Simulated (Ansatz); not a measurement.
# HfO2: consecutive steps of a trajectory

All numbers below come from Ansatz 0.2.0, DFT PBE, scalar-relativistic, plane waves, PAW. Settings: plane waves to 420 eV, k-mesh 2×2×2 (shifted by 0.5, 0.5, 0.5 steps), Fermi–Dirac smearing 0.37 eV. The mesh is coarse. Spin–orbit coupling is left out, which can shift energies with elements as heavy as these. No spin polarisation.

24 atoms, starting at 1.12 times the perfect crystal's volume (space group Fm-3m); Langevin thermostat at 4300 K (friction 0.02 fs⁻¹), fixed cell; 75 steps of 2 fs. The run is short and not equilibrated.

Positions in Å, velocities in 0.01 Å/fs, forces in eV/Å; dE is the potential energy from the first frame shown.

```xyz
24
Lattice="-5.2939 5.2939 0.0000 -5.2939 0.0000 5.2939 0.0000 5.2939 5.2939" Properties=species:S:1:pos:R:3:v100:R:3:forces:R:3 pbc="T T T" time_fs=50.00 dE_eV=0.0000 T_K=3315
Hf  -10.6943    7.3910    7.9584   -0.4070   -0.7967   -0.0580    2.7720    0.3309    2.0994
Hf   -7.7819    5.3512    7.8886   -0.0165   -0.8253   -0.2326   -0.3970    1.2438    1.6987
Hf   -7.8176    7.9265    5.4295    0.6918   -0.0533    0.2659    1.5130    1.5412   -0.7543
Hf  -10.3202    5.2418    5.2167    0.4313   -0.1142    0.6749   -6.2938    3.9113    5.7070
Hf   -5.3254    5.0897    5.5185   -0.2074   -0.2273   -0.1553    0.0341    1.2706   -3.0567
Hf   -7.9476    2.8733    5.2665   -0.0132   -0.1141   -0.2545   -0.8631   -3.3577   -1.4768
Hf   -8.0840    5.3345    2.5759   -0.2337   -0.1805   -0.3665    3.3745   -1.9292   -0.2289
Hf   -4.8930    2.4017    2.8217   -0.1192    0.0629   -0.2378   -3.2175    3.1316   -3.3325
O    -8.9229    6.4617    6.2463    0.9438   -1.2557   -1.3323   -0.8974   -2.6138    3.6318
O    -7.0073    4.1156    6.4468   -0.9272   -0.7619   -0.4667    2.0249    2.4830   -0.9122
O    -6.4883    6.0836    3.8971   -0.3301    0.9082    2.7250   -0.8000   -0.5673   -0.2489
O    -9.2007    9.6971    9.4681   -0.7669   -1.0084    0.1908    5.9345   -4.6541   -6.0146
O    -3.9150    4.3682    3.3933    1.0382    0.4679   -2.4708    0.9813   -1.2530    1.6273
O    -6.4816    6.3275    9.2485    1.6427    2.2578   -0.5493    0.8358   -1.5875   -1.1156
O    -7.0504    9.6751    6.3705   -0.0410   -0.7403   -2.8745    0.6241   -0.1994   -0.7359
O    -4.0305    6.2777    6.6973    1.1452   -1.8961   -0.6820    0.4070   -0.2233   -0.0464
O    -6.0572    3.6558    3.6611    2.1173   -0.5712   -0.0779   -4.2640    0.3169    3.4817
O    -3.7964    1.5028    4.0575    1.8925    0.8481   -0.8302    1.5537   -0.2656   -0.3397
O    -4.2451    3.4828    1.1124   -0.1320   -1.2400    2.4894    0.4437    0.6562   -1.3389
O    -6.3856    7.0231    6.4777    0.7459   -0.6238    0.0307    0.0384   -1.6805    0.6507
O    -1.1051    1.5665    1.1867   -1.1680   -0.6358    2.0738   -2.4177   -0.7154   -2.1235
O    -4.1455    3.7076    6.4678    0.3364    0.5919    1.5849   -0.8777   -0.4305    0.5535
O    -3.8865    6.7387    3.9978    1.1898   -2.7887    1.2406    0.9847    1.5099   -0.1093
O    -1.3548    3.2264    3.4850   -1.6548    1.1287    0.1649   -1.4933    3.0822    2.3839
24
Lattice="-5.2939 5.2939 0.0000 -5.2939 0.0000 5.2939 0.0000 5.2939 5.2939" Properties=species:S:1:pos:R:3:v100:R:3:forces:R:3 pbc="T T T" time_fs=52.00 dE_eV=0.2413 T_K=3410
Hf  -10.7016    7.3746    7.9582   -0.3256   -0.8400    0.0458    2.3702    1.0241    3.1232
Hf   -7.7829    5.3352    7.8841   -0.0779   -0.7740   -0.2230    0.4285    1.6864    1.7900
Hf   -7.8034    7.9255    5.4334    0.7359   -0.0475    0.1207    1.6348    1.2680   -1.0323
Hf  -10.3117    5.2400    5.2310    0.4212   -0.0613    0.7527   -6.0567    3.7311    5.0708
Hf   -5.3292    5.0848    5.5151   -0.1731   -0.2664   -0.1826    0.0605    1.4280   -2.8883
Hf   -7.9480    2.8706    5.2641   -0.0335   -0.1559    0.0126   -1.1941   -3.6226   -1.4979
Hf   -8.0881    5.3281    2.5666   -0.1706   -0.4610   -0.5693    3.2734   -1.9513   -0.2065
Hf   -4.8957    2.4038    2.8159   -0.1480    0.1454   -0.3431   -2.6748    2.0440   -3.1348
O    -8.9037    6.4378    6.2244    0.9612   -1.1278   -0.8496   -1.1706   -2.4934    3.8053
O    -7.0304    4.1056    6.4360   -1.3656   -0.2398   -0.6168    2.3654    2.4928   -0.9370
O    -6.5009    6.1014    3.9495   -0.9180    0.8642    2.4935   -0.5801   -0.6335   -0.6103
O    -9.2100    9.6725    9.4651   -0.1860   -1.4317   -0.4593    5.5714   -4.3569   -5.6176
O    -3.8959    4.3753    3.3441    0.8242    0.2207   -2.4232    0.2416   -1.6138    2.0175
O    -6.4472    6.3684    9.2439    1.7906    1.8159    0.0967    0.7233   -1.8484   -0.8998
O    -7.0526    9.6594    6.3089   -0.1679   -0.8117   -3.2553    0.7954    0.2003   -0.2467
O    -4.0149    6.2404    6.6835    0.4044   -1.8139   -0.6940    0.1725    0.1822    0.0161
O    -6.0199    3.6441    3.6659    1.5863   -0.5467    0.5750   -4.6326    1.1526    3.7677
O    -3.7560    1.5221    4.0452    2.1353    1.0658   -0.4131    1.2444   -0.4591   -0.6771
O    -4.2457    3.4572    1.1554    0.0870   -1.3078    1.7455    0.6240    0.8289   -2.3429
O    -6.3714    7.0090    6.4795    0.6787   -0.7876    0.1492    0.0370   -1.6386    0.6623
O    -1.1359    1.5488    1.2179   -1.9080   -1.1435    1.0503   -2.3378   -0.8540   -2.1084
O    -4.1402    3.7134    6.5037    0.1862   -0.0354    2.0038   -0.9022   -0.7520    0.5377
O    -3.8623    6.6820    4.0235    1.2007   -2.8556    1.3166    0.5319    1.9135   -0.3590
O    -1.3940    3.2520    3.4861   -2.2046    1.3874   -0.0909   -0.5253    2.2718    1.7680
24
Lattice="-5.2939 5.2939 0.0000 -5.2939 0.0000 5.2939 0.0000 5.2939 5.2939" Properties=species:S:1:pos:R:3:v100:R:3:forces:R:3 pbc="T T T" time_fs=54.00 dE_eV=0.2941 T_K=3541
Hf  -10.7067    7.3596    7.9570   -0.1968   -0.6625   -0.1607    1.7223    1.5308    3.6045
Hf   -7.7853    5.3188    7.8785   -0.1482   -0.8636   -0.3387    1.6384    2.3828    1.7039
Hf   -7.7893    7.9248    5.4357    0.6673   -0.0307    0.1111    1.6642    0.7847   -1.3107
Hf  -10.3048    5.2397    5.2452    0.2709    0.0193    0.6548   -5.1475    3.0131    3.6798
Hf   -5.3327    5.0784    5.5117   -0.1815   -0.3737   -0.1599    0.0446    1.5229   -2.6751
Hf   -7.9486    2.8661    5.2636   -0.0301   -0.3025   -0.0622   -1.3331   -3.8131   -1.6461
Hf   -8.0906    5.3176    2.5543   -0.0814   -0.5830   -0.6631    3.1114   -1.9425   -0.1028
Hf   -4.8976    2.4063    2.8104   -0.0387    0.0964   -0.2062   -2.3553    1.1992   -2.6469
O    -8.8901    6.4188    6.2106    0.3789   -0.7669   -0.5218   -1.4672   -2.4249    3.8497
O    -7.0449    4.1015    6.4233   -0.0722   -0.1778   -0.6535    2.6060    2.4254   -0.9187
O    -6.5151    6.1166    3.9990   -0.4860    0.6643    2.4321   -0.2534   -0.5895   -0.9836
O    -9.1994    9.6411    9.4459    1.1823   -1.6569   -1.3890    4.4433   -3.4837   -4.3937
O    -3.8694    4.3819    3.2927    1.7499    0.3916   -2.6887   -1.0847   -2.2993    2.4925
O    -6.4086    6.4040    9.2470    2.0607    1.7264    0.2239    0.6220   -2.1396   -0.7104
O    -7.0648    9.6366    6.2421   -1.0328   -1.4337   -3.3916    1.1409    0.7799    0.2576
O    -4.0000    6.2048    6.6674    1.0627   -1.7236   -0.9071   -0.0861    0.5667    0.0798
O    -6.0067    3.6314    3.6848   -0.2527   -0.6943    1.3195   -4.4993    1.7111    3.7991
O    -3.7168    1.5380    4.0326    1.7568    0.5214   -0.8696    0.8461   -0.6010   -1.0123
O    -4.2404    3.4246    1.1872    0.4409   -1.9363    1.3773    0.6958    1.0929   -3.2651
O    -6.3589    6.9985    6.4852    0.5729   -0.2543    0.4259    0.0465   -1.5961    0.6805
O    -1.1743    1.5252    1.2335   -1.9043   -1.2203    0.5440   -1.9035   -0.8322   -1.5870
O    -4.1365    3.7127    6.5496    0.1821   -0.0540    2.5794   -0.9679   -1.0018    0.4590
O    -3.8354    6.6264    4.0455    1.4643   -2.6843    0.8710    0.0950    2.2580   -0.5438
O    -1.4381    3.2813    3.4917   -2.1528    1.4881    0.6172    0.4214    1.4562    1.1899
24
Lattice="-5.2939 5.2939 0.0000 -5.2939 0.0000 5.2939 0.0000 5.2939 5.2939" Properties=species:S:1:pos:R:3:v100:R:3:forces:R:3 pbc="T T T" time_fs=56.00 dE_eV=0.3426 T_K=3599
Hf  -10.7108    7.3466    7.9539   -0.2097   -0.6366   -0.1544    1.1007    1.8598    3.8230
Hf   -7.7882    5.3034    7.8712   -0.1371   -0.6693   -0.3904    3.3443    3.4413    1.3681
Hf   -7.7765    7.9235    5.4378    0.6150   -0.1000    0.0966    1.6005    0.1280   -1.6134
Hf  -10.2982    5.2398    5.2586    0.4015   -0.0049    0.6764   -3.9980    2.0805    1.9619
Hf   -5.3339    5.0718    5.5105    0.0599   -0.2856    0.0479   -0.0819    1.5737   -2.5259
Hf   -7.9484    2.8595    5.2628    0.0560   -0.3515   -0.0197   -1.1986   -3.8366   -1.7967
Hf   -8.0934    5.3050    2.5422   -0.1973   -0.6775   -0.5394    2.9452   -1.8931    0.0247
Hf   -4.8995    2.4098    2.8058   -0.1530    0.2520   -0.2504   -2.3526    0.8044   -1.9330
O    -8.8813    6.4032    6.2079    0.4863   -0.7914    0.2395   -1.7833   -2.3219    3.6196
O    -7.0445    4.1097    6.4072    0.1183    0.9897   -0.9578    2.6259    2.1472   -0.9339
O    -6.5332    6.1280    4.0390   -1.3025    0.4762    1.5417    0.1702   -0.4382   -1.3079
O    -9.1725    9.6039    9.4087    1.4192   -1.9997   -2.2278    2.9490   -2.3652   -2.7034
O    -3.8313    4.3861    3.2427    1.9409   -0.0436   -2.2699   -3.1088   -3.4712    3.0953
O    -6.3683    6.4435    9.2553    1.9668    2.2053    0.6150    0.5915   -2.4559   -0.5139
O    -7.0830    9.6164    6.1777   -0.7552   -0.5426   -3.0137    1.6053    1.4540    0.7370
O    -3.9849    6.1712    6.6437    0.4347   -1.6063   -1.4577   -0.3012    0.9861    0.2139
O    -6.0140    3.6285    3.7181   -0.4396    0.4150    1.9885   -3.7877    1.7996    3.4373
O    -3.6733    1.5479    4.0072    2.5623    0.4639   -1.6843    0.3890   -0.6838   -1.1359
O    -4.2236    3.3895    1.2056    1.2414   -1.5539    0.4202    0.6206    1.3632   -3.9595
O    -6.3461    6.9904    6.4897    0.7047   -0.5526    0.0193    0.0650   -1.4784    0.7194
O    -1.2101    1.5049    1.2380   -1.6399   -0.8037   -0.0614   -1.3423   -0.7530   -0.9747
O    -4.1353    3.7133    6.5993   -0.0672    0.1046    2.3850   -0.9983   -1.2947    0.3323
O    -3.8037    6.5691    4.0608    1.6855   -3.0266    0.6575   -0.3020    2.5881   -0.6500
O    -1.4814    3.3116    3.5025   -2.1205    1.5069    0.4386    1.2474    0.7661    0.7156
24
Lattice="-5.2939 5.2939 0.0000 -5.2939 0.0000 5.2939 0.0000 5.2939 5.2939" Properties=species:S:1:pos:R:3:v100:R:3:forces:R:3 pbc="T T T" time_fs=58.00 dE_eV=0.5204 T_K=3790
Hf  -10.7133    7.3324    7.9516   -0.0448   -0.7793   -0.0788    0.4159    1.9645    3.6900
Hf   -7.7908    5.2897    7.8641   -0.1160   -0.6951   -0.3154    5.0339    4.5014    0.9825
Hf   -7.7622    7.9216    5.4399    0.8144   -0.0949    0.1127    1.3293   -0.6878   -1.9595
Hf  -10.2911    5.2389    5.2715    0.3152   -0.0917    0.6085   -3.0890    1.3210    0.5114
Hf   -5.3301    5.0654    5.5107    0.3255   -0.3478   -0.0306   -0.3575    1.5050   -2.5426
Hf   -7.9478    2.8523    5.2623    0.0034   -0.3679   -0.0307   -0.8418   -3.6821   -1.8465
Hf   -8.0975    5.2921    2.5304   -0.2171   -0.6148   -0.6436    2.7012   -1.7041    0.0362
Hf   -4.9036    2.4143    2.8014   -0.2531    0.1975   -0.1860   -2.4230    0.7651   -1.2113
O    -8.8756    6.3842    6.2197    0.0616   -1.0916    0.9089   -2.0536   -2.0560    3.0802
O    -7.0364    4.1318    6.3889    0.6807    1.1904   -0.8775    2.4690    1.6762   -1.0144
O    -6.5617    6.1357    4.0725   -1.5144    0.3136    1.7933    0.7009   -0.2200   -1.5908
O    -9.1439    9.5606    9.3609    1.3563   -2.2686   -2.4628    1.6679   -1.4021   -1.1736
O    -3.7989    4.3840    3.2020    1.1783   -0.2388   -1.7685   -5.1241   -4.6954    3.6093
O    -6.3209    6.4832    9.2598    2.7706    1.7505   -0.1486    0.5297   -2.7428   -0.3251
O    -7.0925    9.6002    6.1173   -0.1654   -1.0357   -3.0034    2.0319    2.1400    1.1777
O    -3.9786    6.1415    6.6087    0.2032   -1.3412   -2.0172   -0.2288    1.3296    0.5743
O    -6.0248    3.6433    3.7616   -0.5824    1.0409    2.3193   -2.9107    1.4862    2.8201
O    -3.6238    1.5546    3.9660    2.3632    0.2022   -2.4279   -0.1299   -0.7243   -1.0406
O    -4.1982    3.3616    1.2099    1.2840   -1.2316   -0.0117    0.3928    1.5108   -4.2881
O    -6.3378    6.9826    6.4903    0.1290   -0.2174    0.0510    0.1367   -1.2744    0.8318
O    -1.2478    1.4888    1.2274   -2.0917   -0.7911   -0.9551   -0.6353   -0.5653   -0.2095
O    -4.1334    3.7116    6.6432    0.2617   -0.2981    1.9911   -0.9716   -1.5706    0.1907
O    -3.7757    6.5129    4.0710    1.0942   -2.5800    0.3495   -0.5968    2.8978   -0.7099
O    -1.5247    3.3387    3.5053   -2.1728    1.1677   -0.1767    1.9530    0.2270    0.4078
24
Lattice="-5.2939 5.2939 0.0000 -5.2939 0.0000 5.2939 0.0000 5.2939 5.2939" Properties=species:S:1:pos:R:3:v100:R:3:forces:R:3 pbc="T T T" time_fs=60.00 dE_eV=0.6797 T_K=3789
Hf  -10.7149    7.3211    7.9505   -0.1190   -0.3500   -0.0300   -0.1582    1.9418    3.2852
Hf   -7.7927    5.2750    7.8571   -0.0671   -0.7681   -0.3861    6.1405    5.1802    0.7731
Hf   -7.7451    7.9205    5.4430    0.8962   -0.0183    0.1994    0.8230   -1.7619   -2.2963
Hf  -10.2863    5.2366    5.2822    0.1611   -0.1399    0.4568   -2.4826    0.7042   -0.5750
Hf   -5.3269    5.0597    5.5095   -0.0061   -0.2214   -0.0935   -0.6249    1.3363   -2.6153
Hf   -7.9466    2.8446    5.2611    0.1199   -0.4025   -0.0813   -0.4413   -3.3806   -1.8828
Hf   -8.1012    5.2810    2.5160   -0.1587   -0.4973   -0.7930    2.5337   -1.5611    0.1103
Hf   -4.9098    2.4169    2.7972   -0.3743    0.0660   -0.2243   -2.4380    0.9936   -0.5583
O    -8.8792    6.3571    6.2387   -0.4234   -1.5885    0.9465   -2.1035   -1.6104    2.4339
O    -7.0130    4.1572    6.3704    1.6393    1.3197   -0.9670    2.0565    1.1432   -1.0034
O    -6.5841    6.1346    4.1117   -0.6912   -0.4077    2.1141    1.1758    0.1119   -1.8505
O    -9.1159    9.5167    9.3058    1.3883   -2.0765   -2.9698    0.6962   -0.6935    0.1371
O    -3.7827    4.3707    3.1663    0.3481   -1.1283   -1.7829   -6.5413   -5.4212    3.9482
O    -6.2706    6.5116    9.2560    2.2555    1.0727   -0.2182    0.4252   -2.9686   -0.1252
O    -7.0898    9.5833    6.0548    0.4562   -0.6095   -3.2281    2.3848    2.8744    1.5759
O    -3.9706    6.1144    6.5714    0.5998   -1.3579   -1.6969   -0.1385    1.6101    0.8614
O    -6.0504    3.6675    3.8081   -1.9267    1.3407    2.2890   -2.0055    0.8484    2.0439
O    -3.5722    1.5566    3.9154    2.7593   -0.0039   -2.6239   -0.6349   -0.6698   -0.8620
O    -4.1786    3.3425    1.2039    0.6636   -0.6724   -0.5965    0.1799    1.5550   -4.4182
O    -6.3278    6.9764    6.4941    0.8748   -0.3861    0.3353    0.1405   -1.0575    0.9536
O    -1.2914    1.4685    1.2069   -2.2190   -1.2240   -1.0413    0.1500   -0.3168    0.6214
O    -4.1315    3.6952    6.6869   -0.0625   -1.3414    2.3712   -0.8744   -1.6879   -0.0380
O    -3.7521    6.4779    4.0711    1.2546   -0.9112   -0.3358   -0.7439    3.0174   -0.8006
O    -1.5628    3.3580    3.4956   -1.6000    0.7350   -0.8062    2.4810   -0.1872    0.2815
```

**Question.** What is the next frame? The thermostat's random kicks make it one of many possible.

**Answer.**
```xyz
24
Lattice="-5.2939 5.2939 0.0000 -5.2939 0.0000 5.2939 0.0000 5.2939 5.2939" Properties=species:S:1:pos:R:3:v100:R:3:forces:R:3 pbc="T T T" time_fs=62.00 dE_eV=0.6832 T_K=3685
Hf  -10.7159    7.3162    7.9509    0.0161   -0.1425    0.0650   -0.4909    1.9269    2.8442
Hf   -7.7940    5.2620    7.8519   -0.0608   -0.5356   -0.1330    6.3927    5.2137    0.7946
Hf   -7.7266    7.9219    5.4473    0.9492    0.1469    0.2273    0.3018   -2.6988   -2.4603
Hf  -10.2839    5.2330    5.2912    0.0791   -0.2250    0.4380   -2.1523    0.1874   -1.2970
Hf   -5.3280    5.0568    5.5064   -0.1078   -0.0735   -0.2117   -0.6232    1.2264   -2.7199
Hf   -7.9442    2.8361    5.2578    0.1177   -0.4498   -0.2523   -0.1005   -3.0301   -1.9808
Hf   -8.1039    5.2745    2.5023   -0.1022   -0.1461   -0.5766    2.5958   -1.5171    0.3117
Hf   -4.9189    2.4181    2.7929   -0.5294    0.0524   -0.2058   -2.1263    1.2526   -0.0591
O    -8.8914    6.3279    6.2600   -0.7885   -1.3055    1.1498   -1.9497   -1.1374    1.8894
O    -6.9732    4.1865    6.3400    2.2911    1.5714   -2.0437    1.2370    0.6296   -0.5157
O    -6.5970    6.1272    4.1545   -0.5815   -0.3084    2.1496    1.5528    0.5195   -2.0571
O    -9.0901    9.4834    9.2446    1.1485   -1.2318   -3.0787   -0.0146   -0.3083    1.3068
O    -3.7798    4.3417    3.1331   -0.0879   -1.7696   -1.5384   -7.0672   -5.3914    3.9714
O    -6.2212    6.5256    9.2519    2.6718    0.3203   -0.1888    0.3090   -3.0706    0.0310
O    -7.0717    9.5781    5.9955    1.3601    0.1121   -2.6855    2.5412    3.2520    1.8286
O    -3.9530    6.0893    6.5388    1.1538   -1.1379   -1.5581   -0.2756    1.8329    0.8931
O    -6.0902    3.6953    3.8490   -2.0031    1.3915    1.7491   -1.2090    0.0732    1.2279
O    -3.5131    1.5594    3.8683    3.1099    0.2997   -2.0815   -1.3268   -0.4515   -0.8382
O    -4.1699    3.3317    1.1793    0.1886   -0.4079   -1.8506   -0.0275    1.5028   -4.2621
O    -6.3156    6.9640    6.5021    0.3366   -0.8408    0.4694    0.0676   -0.7941    1.0695
O    -1.3351    1.4440    1.1877   -2.1105   -1.2086   -0.8376    0.8538    0.0061    1.2843
O    -4.1356    3.6623    6.7356   -0.3387   -1.9515    2.4706   -0.6858   -1.6143   -0.4170
O    -3.7368    6.4685    4.0658    0.2828   -0.0315   -0.2146   -0.7303    2.8667   -1.0039
O    -1.5995    3.3723    3.4875   -2.0443    0.6804   -0.0075    2.9280   -0.4759    0.1588
```

Cost: 1 run of about 51 core-minutes (earlier runs that led there not counted), on Arm Neoverse V1 (shared hosts).